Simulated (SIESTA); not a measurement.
Crystal: MoP.

```
CELL_PARAMETERS angstrom
3.22300 0.00000 0.00000
-1.61150 2.79120 0.00000
0.00000 0.00000 3.19100
ATOMIC_POSITIONS crystal
Mo 0.00000 0.00000 0.00000
P 0.33333 0.66667 0.50000
```

Base run:

```yaml
Program: SIESTA 5.4.2
Functional: vdW-DF-cx
Potentials_or_basis: PseudoDojo 0.4 standard (PBE files)
Basis: DZP (energy shift 0.003 Ry; two zetas on semicore shells)
Grid_cutoff: 800 Ry
Energy_shift: 0.003 Ry
k_mesh: 10 × 10 × 8
Occupations: fermi-dirac, width 0.05 eV
Spin: no spin polarisation
```

Its results: band gap on the k mesh none (metal or under the smearing width); pressure 1.9 GPa.

**Question.** The run is repeated on the same cell with these changes: functional from vdW-DF-cx to BLYP. What comes out?

**Answer.** Band gap on the k mesh none (metal or under the smearing width); pressure 16.7 GPa.

Caveats: the potentials were made for another functional, which shifts forces and pressure; the basis of atomic orbitals isn't converged, which shifts pressures, moduli and gaps.
